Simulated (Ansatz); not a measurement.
CdSe: clamped-ion strain scan

All numbers below come from DFT r2SCAN, scalar-relativistic, plane waves, PAW (Ansatz). Cutoff 500 eV, Γ-centred 6×6×4 k-points, Gaussian smearing of 0.05 eV. No spin polarisation. Energies are free energies at this smearing, counted from the undisturbed cell; pressure is positive in compression.

The undisturbed cell (as given, not relaxed at this level; it stands at 1.5 GPa):

```
Cd Se
1.0
     4.29850    0.00000    0.00000
    -2.14925    3.72261    0.00000
     0.00000    0.00000    7.01520
Cd Se
2 2
Direct
  0.66667 0.33333 0.00000
  0.33333 0.66667 0.50000
  0.66667 0.33333 0.37500
  0.33333 0.66667 0.87500
```

The cell is strained by ε times the Voigt pattern (0, 0, 0, 0, 0, 1) (xx, yy, zz, yz, xz, xy; engineering shear) with fractional coordinates fixed.

| ε | ΔE (meV/atom) | stress summed along the pattern (GPa, tension positive) | pressure (GPa) | gap on the mesh (eV) |
| --- | --- | --- | --- | --- |
| -0.1500 | 74.1 | -5.50 | 2.8 | 0.85 |
| -0.0750 | ? | -2.72 | ? | 1.03 |
| 0.0000 | 0.0 | 0.00 | 1.5 | 1.17 |
| 0.0187 | 1.1 | 0.68 | 1.6 | 1.14 |
| 0.0375 | 4.6 | 1.36 | 1.6 | 1.10 |
| 0.0562 | 10.2 | 2.04 | 1.7 | 1.07 |
| 0.0937 | 28.6 | 3.41 | 2.0 | 0.99 |
| 0.1125 | 41.3 | 4.10 | 2.2 | 0.95 |
| 0.1312 | ? | 4.80 | 2.5 | ? |

By symmetry 0.1500 repeats -0.1500, -0.1125 repeats 0.1125, 0.0750 repeats -0.0750, -0.0375 repeats 0.0375 in energy, with the opposite slope along the path.

**Question.** Give the withheld values.

**Answer.** ΔE (meV/atom) at ε = -0.0750: 18.3; pressure (GPa) at ε = -0.0750: 1.8; ΔE (meV/atom) at ε = 0.1312: 56.4; gap on the mesh (eV) at ε = 0.1312: 0.90.